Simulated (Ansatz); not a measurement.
# Si under changes of volume

One of the cells (14.950 Å³/atom); the others are scaled copies at fixed shape and fractional positions:

```xyz
2
Lattice="-2.3714 2.3714 1.3293 2.3714 -2.3714 1.3293 2.3714 2.3714 -1.3293" Properties=species:S:1:pos:R:3 pbc="T T T"
Si    0.0000    0.0000    1.3293
Si    2.3714    0.0000    0.6646
```

This isn't the form of Si at room conditions, which is diamond.

```yaml
Program: Ansatz 0.2.0
Functional: PBEsol
Potentials_or_basis: Ansatz PAW
Cutoff: "420 eV (not typed: the program's choice for these potentials)"
k_mesh: 11 × 11 × 11
Occupations: fermi-dirac, width 0.05 eV
Spin: no spin polarisation
```

| volume (Å³/atom) | energy over the lowest point (meV/atom) | pressure (GPa) |
| --- | --- | --- |
| 14.053 | 26.13 | 9.1 |
| 14.352 | 12.08 | 6.0 |
| 14.651 | ? | ? |
| 14.950 | 0.00 | 0.7 |
| 15.249 | 0.88 | -1.6 |
| 15.548 | 5.75 | -3.6 |
| 15.847 | 14.14 | -5.4 |

What does the run at 14.651 Å³/atom give?

Energy over the lowest point 3.56 meV/atom; pressure 3.2 GPa.

Worked out: A Birch-Murnaghan fit of order 3 (a polynomial in V^(-2/3)) to the other rows has its minimum at 15.04 Å³/atom with B0 = V·E''(V) = 116 GPa and B' = 4.6 at fixed shape and positions, which overstates the stiffness. It gives 3.56 meV/atom at 14.651 Å³/atom, against the run's 3.56, and -dE/dV = 3.2 GPa, against 3.2.

Energies are extrapolated to zero smearing.

Caveats: the PAW data sets come from PBE, with cores solved anew for the run's functional, which leaves a small shift of forces and pressure.
